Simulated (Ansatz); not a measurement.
Runs of Ansatz 0.2.0 on SnO2. The structure is cubic, space group Fm-3m (No. 225). Conventional cell: a = 5.148 Å, b = 5.148 Å, c = 5.148 Å, α = 90.00°, β = 90.00°, γ = 90.00°. Sn (site symmetry m-3m) has 8 O at 2.23 Å as nearest neighbours. Around O (site symmetry -43m) lie 4 Sn at 2.23 Å. Measurements of this composition are mostly on another form, of space group No. 136.

| task | level | cutoff (eV) | points for each segment of the path | gap on the mesh (eV) | pressure (GPa) |
| --- | --- | --- | --- | --- | --- |
| band structure | HSE06 | 420 | 4 | 1.28 | -12.4 |
| band structure | HSE03 | 420 | 4 | (a) | -11.9 |
| band structure | HSEsol | 420 | 4 | 1.19 | -16.9 |
| single point | r2SCAN0 | 500 | - | 2.38 | -17.7 |
| single point | HF | 420 | - | (b) | -23.2 |
| single point | r2SCAN50 | 500 | - | 4.46 | -24.8 |
| single point | r2SCANh | 500 | - | 1.21 | -13.0 |

Alike in all rows: potentials or basis Ansatz PAW; no spin polarisation; cell as given; k mesh 5 × 5 × 5; smearing fermi-dirac 0.05 eV; the mesh is coarse, so values aren't converged.

**Question.** Fill in the values left out.

**Answer.** (a) 1.06; (b) 9.60.

Caveats: all runs use coarse meshes; spin-orbit coupling is left out, which moves the levels of the heavy elements; the PAW data sets come from PBE, with cores solved anew for the run's functional, which leaves a small shift of forces and pressure; the thresholds are loose for stress; so large a pressure means that the cell lies far from this level's equilibrium, or that cutoff or potentials fall short (some runs); odd divisions of the mesh miss points on the zone boundary, where band edges often lie, so the gap on the mesh can be too wide (some runs); the k mesh misses the band edges, so the gap on the mesh is wider than the one along the path (some runs).

A k mesh can miss the band edges, and the runs leave out spin-orbit coupling on Sn.
